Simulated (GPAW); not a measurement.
# Ti2C (R-3m) in GPAW: a series of runs

One crystal, Ti2C, is run at these levels: PBEsol, LDA; tasks: band structure.

Program: GPAW 26.7.0. These are calculated values, not measurements. Logs are shortened: lines on timing, memory, paths and dates and some standing lists are left out, and cuts for length are marked. The log counts tension as positive stress, the text compression.

## 1. Starting point

It takes space group R-3m (No. 166, trigonal). The conventional cell has a = 3.081 Å, b = 3.081 Å, c = 14.441 Å, α = 90.00°, β = 90.00°, γ = 120.00°. Ti (site symmetry 3m) is surrounded by 3 C at 2.11 Å. Around C (site symmetry -3m) lie 6 Ti at 2.11 Å.

The cell comes from a database or a generator and needn't be the stable form of this composition.

## 2. Band structure, PBEsol

Input file run.py:

```python
from ase import Atoms
from ase.dft.bandgap import bandgap
from ase.io import write
from ase.units import GPa
from gpaw import GPAW, PW, setup_paths

setup_paths.insert(0, '.')

atoms = Atoms(['Ti', 'Ti', 'C'],
              cell=[[1.540698181, 0.8895225095, 4.8137698526],
                    [-1.540698181, 0.8895225095, 4.8137698526],
                    [0.0, -1.7790450191, 4.8137698526]],
              scaled_positions=[[0.75450217, 0.75450217, 0.75450217],
                                [0.24549783, 0.24549783, 0.24549783],
                                [0.5, 0.5, 0.5]],
              pbc=True)

calc = GPAW(mode=PW(800),
            xc='PBEsol',
            kpts={'size': (7, 7, 7), 'gamma': True},
            occupations={'name': 'fermi-dirac', 'width': 0.05},
            nbands=28,
            convergence={'density': 1e-05, 'energy': 1e-05},
            maxiter=150,
            txt='gpaw.txt')
atoms.calc = calc
energy = atoms.get_potential_energy()
forces = atoms.get_forces()
stress = atoms.get_stress()
calc.write('gs.gpw')
write('result.traj', atoms)
print(f'Energy: {energy:.6f} eV')
print('Forces (eV/A):')
print(forces.round(4))
print('Stress (GPa):', (stress / GPa).round(3))
print('Fermi level:', round(calc.get_fermi_level(), 4), 'eV')
print(f'Gap: {bandgap(calc)[0]:.4f} eV, direct: {bandgap(calc, direct=True)[0]:.4f} eV')

path = atoms.cell.bandpath('GLB1,BZGX,QFP1Z,LP', npoints=100, eps=1e-4)
bs_calc = calc.fixed_density(kpts=path, symmetry='off', nbands=40,
                             convergence={'bands': 'CBM+6.0', 'eigenstates': 1e-6}, txt='bands.txt')
bs = bs_calc.band_structure()
bs.write('bs.json')
print(f'Gap on the path: {bandgap(bs_calc)[0]:.4f} eV')
```

Potentials or basis: PAW data sets generated in the run's folder for this functional, pw.

Command:

```sh
> gpaw-setup -f PBEsol C Ti
> OMP_NUM_THREADS=1 python run.py
```

gpaw.txt:

```text
__  _  _
 | _ |_)|_||  |
 |__||  | ||/\| - 26.7.0

Input parameters:
  mode=PW(ecut=800.0),
  convergence={'density': 1e-05, 'energy': 1e-05},
  kpts=MonkhorstPack(size=(7, 7, 7), gamma=True),
  maxiter=150,
  nbands=28,
  occupations=Occupations(name='fermi-dirac', width=0.05),
  xc=XC(name='PBEsol')

Diagonalizing LCAO Hamiltonian
Converting LCAO to pw mode

       Ti

       C

       Ti

Atoms  # Å, Bohr magnetons
|   | symbol |         x |         y |         z |    initial magnetic moments |
|---|--------|-----------|-----------|-----------|-----------------------------|
| 0 |     Ti | -0.000000 | -0.000000 | 10.895999 | ( 0.0000,  0.0000,  0.0000) |
| 1 |     Ti |  0.000000 | -0.000000 |  3.545310 | ( 0.0000,  0.0000,  0.0000) |
| 2 |      C |  0.000000 | -0.000000 |  7.220655 | ( 0.0000,  0.0000,  0.0000) |

Unit cell  # Å
| periodic |         x |         y |        z |  lengths |    angles |
|----------|-----------|-----------|----------|----------|-----------|
|      yes |  1.540698 |  0.889523 | 4.813770 | 5.131996 | 34.940941 |
|      yes | -1.540698 |  0.889523 | 4.813770 | 5.131996 | 34.940941 |
|      yes |  0.000000 | -1.779045 | 4.813770 | 5.131996 | 34.940941 |

Number of symmetries: 12
Symmetry operations  # r_c * U_cc + t_c -> r_c
|    | kind |            matrix            |
|----|------|------------------------------|
|  0 |  E   |  1, 0, 0,  0, 1, 0,  0, 0, 1 |
|  1 |  σ   |  1, 0, 0,  0, 0, 1,  0, 1, 0 |
|  2 |  σ   |  0, 1, 0,  1, 0, 0,  0, 0, 1 |
|  3 |  C3  |  0, 1, 0,  0, 0, 1,  1, 0, 0 |
|  4 |  C3  |  0, 0, 1,  1, 0, 0,  0, 1, 0 |
|  5 |  σ   |  0, 0, 1,  0, 1, 0,  1, 0, 0 |
|  6 |  C2  |  0, 0,-1,  0,-1, 0, -1, 0, 0 |
|  7 |  S6  |  0, 0,-1, -1, 0, 0,  0,-1, 0 |
|  8 |  S6  |  0,-1, 0,  0, 0,-1, -1, 0, 0 |
|  9 |  C2  |  0,-1, 0, -1, 0, 0,  0, 0,-1 |
| 10 |  C2  | -1, 0, 0,  0, 0,-1,  0,-1, 0 |
| 11 |  i   | -1, 0, 0,  0,-1, 0,  0, 0,-1 |

BZ-sampling:
  Number of BZ points: 343
  Number of IBZ points: 44

  Monkhorst-Pack size: [7, 7, 7]
  Monkhorst-Pack shift: [0, 0, 0]

K-points  # in reciprocal-cell coordinates
|     |                                coordinates |     weight |
|-----|--------------------------------------------|------------|
|   0 | (  0.00000000,   0.00000000,   0.00000000) | 0.00291545 |
|   1 | (  0.14285714,   0.00000000,  -0.14285714) | 0.01749271 |
|   2 | (  0.14285714,   0.00000000,   0.00000000) | 0.01749271 |
|   3 | (  0.14285714,   0.14285714,  -0.14285714) | 0.01749271 |
|   4 | (  0.14285714,   0.14285714,   0.00000000) | 0.01749271 |
|   5 | (  0.14285714,   0.14285714,   0.14285714) | 0.00583090 |
|   6 | (  0.28571429,  -0.14285714,  -0.14285714) | 0.01749271 |
|   7 | (  0.28571429,   0.00000000,  -0.28571429) | 0.01749271 |
|   8 | (  0.28571429,   0.00000000,  -0.14285714) | 0.03498542 |
|   9 | (  0.28571429,   0.00000000,   0.00000000) | 0.01749271 |
| ... |                                            |            |
|  43 | (  0.42857143,   0.42857143,   0.42857143) | 0.00583090 |

Plane wave coefficients: 2051
Cutoff: 800.0 eV

Spin-components: 1 (collinear spins)
Bands:           28
Projectors:      17
Spin-degeneracy: 2
Datatype:        complex128

Parallelization:
  kpt:    1
  domain: 1
  band:   1

Density:
  Valence electrons: 28.0
  Components: 1
  Grid points: [35 35 35]
  Charge: 0.0  # |e|

Potential:
  Grid points: [35 35 35]

species:
  Ti:
    name:    Titanium
    Z:       22.0
    valence: 12
    core:    10
    charge:  0.0  # [|e|]
    compensation charges:
      type: gauss
      rc: 0.38  # [Å]
      lmax: 2
    cutoffs:
      filter: 2.23  # [Å]
      core: 1.02  # [Å]
    projectors
    | kind |    occ | energy [eV] | rcut [Å] |
    |------|--------|-------------|----------|
    |   3s |  2.000 |     -62.441 |    1.270 |
    |   4s |  2.000 |      -4.477 |    1.270 |
    |   3p |  6.000 |     -38.776 |    1.058 |
    |   4p |  0.000 |      -1.449 |    1.058 |
    |   3d |  2.000 |      -4.275 |    1.058 |
    |    d |        |      22.937 |    1.058 |

    Using partial waves for Ti as LCAO basis

  C:
    name:    Carbon
    Z:       6.0
    valence: 4
    core:    2
    charge:  0.0  # [|e|]
    compensation charges:
      type: gauss
      rc: 0.20  # [Å]
      lmax: 2
    cutoffs:
      filter: 1.14  # [Å]
      core: 1.14  # [Å]
    projectors
    | kind |    occ | energy [eV] | rcut [Å] |
    |------|--------|-------------|----------|
    |   2s |  2.000 |     -13.648 |    0.635 |
    |   2p |  2.000 |      -5.232 |    0.635 |
    |    s |        |      13.563 |    0.635 |
    |    p |        |      21.979 |    0.635 |
    |    d |        |       0.000 |    0.635 |

    Using partial waves for C as LCAO basis

Reference energy: -47418.457261  # eV

eigensolver:
  PPCG
  Converge bands: occupied
  niter=2

density mixing:
  MSR1-Mixer
  Pratt-step length: 0.05
  Maximum mixing coefficient: 0.75
  Old densities: 10
  SVD Regularization: 0.005
  Good broyden scale: 1.0
  Trust region scale: 1.0
  Backstep threshold: 4.0
  History deletion threshold: 6.0
  Fourier metric: weight=20.0, sigma=0.015

occupation numbers:
  Fermi-Dirac:
    width: 0.0500  # eV

poisson solver:
  ecut: 6400.0  # eV

xc functional:
  name: PBEsol with 2 nearest neighbor stencil

convergence criteria:
- Maximum integral of absolute [dens]ity change: 1e-05 electrons / valence electron
- Maximum [total energy] change in last 3 cyles: 1e-05 eV / valence electron
- Maximum integral of absolute [eigenst]ate change: 4e-08 eV^2 / valence electron
maximum number of iterations: 150

SCF iterations
|iter     | |      energy | eigst |  dens |
|---------|-|-------------|-------|-------|
|iter:   1| |  -29.558447 | +0.20 |       |
|iter:   2| |  -28.346874 | -1.93 | -0.95 |
|iter:   3| |  -26.146963 | -1.00 | -1.02 |
|iter:   4| |  -26.133177 | -2.68 | -1.70 |
|iter:   5| |  -26.141486 | -2.86 | -1.92 |
|iter:   6| |  -26.141020 | -4.10 | -2.63 |
|iter:   7| |  -26.141082 | -5.11 | -3.29 |
|iter:   8| |  -26.141086c| -6.71 | -4.00 |
|iter:   9| |  -26.141086c| -7.67c| -4.36 |
|iter:  10| |  -26.141086c| -7.94c| -5.15c|

Converged in 10 steps
Energy contributions relative to reference atoms: (reference = -47418.457261)

Energy contributions:
  Kinetic:          20.821558
  Coulomb:         -22.439884
  Zero:              0.117999
  External:          0.000000
  Xc:              -24.634706
  Entropy:          -0.012109
  Spinorbit:         0.000000
  ----------------------------
  Free energy:     -26.147140
  Extrapolated:    -26.141086

dipole moment: (0.000000, 0.000000, 0.000004)  # |e|*Ang

Fermi level: 8.727
Eigenvalues  # (at kpt = [0.000, 0.000, 0.000])
| band index |      eig [eV] | occ [0-2] |
|------------|---------------|-----------|
|          0 |       -47.746 |     2.000 |
|        ... |               |           |
|          5 |       -23.876 |     2.000 |
|          6 |       -23.851 |     2.000 |
|          7 |       -23.851 |     2.000 |
|          8 |        -2.600 |     2.000 |
|          9 |         3.879 |     2.000 |
|         10 |         6.190 |     2.000 |
[... 8 lines left out ...]
|         19 |        11.745 |     0.000 |
|         20 |        12.804 |     0.000 |
|        ... |               |           |
|         27 |        24.402 |     0.000 |

No gap
No difference between direct/indirect transitions

Forces  # eV/Ang
|       x |        y |        z |
|---------|----------|----------|
| 0.00000 | -0.00000 |  0.13010 |  # Ti   0
| 0.00000 |  0.00000 | -0.13010 |  # Ti   1
| 0.00000 |  0.00000 |  0.00000 |  # C    2

Stress tensor  # eV/Ang^3
|         x |        y |         z |
|-----------|----------|-----------|
|  0.027465 | 0.000000 | -0.000000 |
| -0.000000 | 0.027465 |  0.000000 |
| -0.000000 | 0.000000 |  0.023302 |

# Writing to gs.gpw (mode='')
```

Run time: 4.6 min. Hardware: 1 thread of Arm Neoverse V1, shared host; peak memory 0.51 GiB.

What came out:

| Property | Result |
| --- | --- |
| Free energy | -26.1471 eV |
| Pressure | -4.2 GPa |
| Largest force | 0.130 eV/Å |
| Band gap along the path | none (metal or under the smearing width) |

Forces on the atoms (eV/Å):
```
Ti   0.000  0.000  0.130
Ti   0.000  0.000 -0.130
C    0.000  0.000  0.000
```

Levels at the corners of the path, in eV from the Fermi level:
| point | band 10 | band 11 | band 12 | band 13 | band 14 | band 15 | band 16 | band 17 | band 18 | band 19 |
| --- | --- | --- | --- | --- | --- | --- | --- | --- | --- | --- |
| Γ | -4.85 | -2.54 | -2.54 | -2.01 | 0.49 | 0.49 | 1.01 | 1.95 | 1.95 | 3.02 |
| L | -4.69 | -2.99 | -2.43 | -1.27 | -0.95 | 0.13 | 1.85 | 2.70 | 2.86 | 3.12 |
| B1 | -4.03 | -3.83 | -2.80 | -0.95 | -0.54 | 0.53 | 1.25 | 2.37 | 2.69 | 3.15 |
| B | -4.03 | -3.83 | -2.80 | -0.95 | -0.54 | 0.53 | 1.25 | 2.37 | 2.69 | 3.15 |
| Z | -5.65 | -2.39 | -2.39 | -0.87 | 0.15 | 0.86 | 0.86 | 1.77 | 1.77 | 2.10 |
| Γ | -4.85 | -2.54 | -2.54 | -2.01 | 0.49 | 0.49 | 1.01 | 1.95 | 1.95 | 3.02 |
| X | -4.00 | -3.85 | -2.79 | -0.98 | -0.50 | 0.55 | 1.14 | 2.37 | 2.81 | 3.02 |
| Q | -4.00 | -3.85 | -2.79 | -0.98 | -0.50 | 0.55 | 1.14 | 2.37 | 2.81 | 3.02 |
| F | -5.04 | -2.85 | -2.60 | -1.65 | -0.87 | 0.89 | 2.49 | 2.88 | 3.06 | 3.40 |
| P1 | -4.91 | -2.91 | -2.55 | -1.54 | -0.95 | 0.59 | 2.44 | 2.79 | 3.04 | 3.23 |
| Z | -5.65 | -2.39 | -2.39 | -0.87 | 0.15 | 0.86 | 0.86 | 1.77 | 1.77 | 2.10 |
| L | -4.69 | -2.99 | -2.43 | -1.27 | -0.95 | 0.13 | 1.85 | 2.70 | 2.86 | 3.12 |
| P | -4.91 | -2.91 | -2.55 | -1.54 | -0.95 | 0.59 | 2.44 | 2.79 | 3.04 | 3.23 |

Caveat: the program warned that so skewed a cell can give wrong results.

## 3. Band structure, LDA

Changes to run.py since step 2:

```diff
@@ -4,5 +4,3 @@
 from ase.units import GPa
-from gpaw import GPAW, PW, setup_paths
-
-setup_paths.insert(0, '.')
+from gpaw import GPAW, PW
 
@@ -18,3 +16,3 @@
 calc = GPAW(mode=PW(800),
-            xc='PBEsol',
+            xc='LDA',
             kpts={'size': (7, 7, 7), 'gamma': True},
```

Potentials or basis: the program's PAW data sets (release 1.2.1) made for this functional, pw.

Command:

```sh
> OMP_NUM_THREADS=1 python run.py
```

Wall time 4.5 min (1 thread of Arm Neoverse V1, shared host); peak memory 0.51 GiB.

It converged, with:

- Free energy: -27.2057 eV
- Pressure: -8.9 GPa
- Largest force: 0.336 eV/Å
- Band gap along the path: none (metal or under the smearing width)

Forces in eV/Å, atoms in the order of the input:
```
Ti   0.000  0.000  0.336
Ti   0.000  0.000 -0.336
C    0.000  0.000  0.000
```

Stress tensor (GPa, compression positive):
```
-9.18  0.00  0.00
 0.00 -9.18  0.00
 0.00  0.00 -8.36
```

Levels at the corners of the path, in eV from the Fermi level:
```tsv
point	band 10	band 11	band 12	band 13	band 14	band 15	band 16	band 17	band 18	band 19
Γ	-4.81	-2.53	-2.53	-1.91	0.47	0.47	0.99	1.93	1.93	2.99
L	-4.62	-2.96	-2.41	-1.25	-0.91	0.15	1.83	2.68	2.84	3.10
B1	-3.97	-3.78	-2.76	-0.91	-0.53	0.53	1.24	2.36	2.66	3.12
B	-3.97	-3.78	-2.76	-0.91	-0.53	0.53	1.24	2.36	2.66	3.12
Z	-5.58	-2.38	-2.38	-0.85	0.15	0.84	0.84	1.76	1.76	2.08
Γ	-4.81	-2.53	-2.53	-1.91	0.47	0.47	0.99	1.93	1.93	2.99
X	-3.94	-3.80	-2.75	-0.95	-0.49	0.54	1.14	2.36	2.79	3.00
Q	-3.94	-3.80	-2.75	-0.95	-0.49	0.54	1.14	2.36	2.79	3.00
F	-4.98	-2.81	-2.58	-1.64	-0.81	0.90	2.46	2.86	3.04	3.36
P1	-4.85	-2.87	-2.54	-1.53	-0.90	0.61	2.41	2.77	3.02	3.20
Z	-5.58	-2.38	-2.38	-0.85	0.15	0.84	0.84	1.76	1.76	2.08
L	-4.62	-2.96	-2.41	-1.25	-0.91	0.15	1.83	2.68	2.84	3.10
P	-4.85	-2.87	-2.54	-1.53	-0.90	0.61	2.41	2.77	3.02	3.20
```

Caveat: the program warned that so skewed a cell can give wrong results.
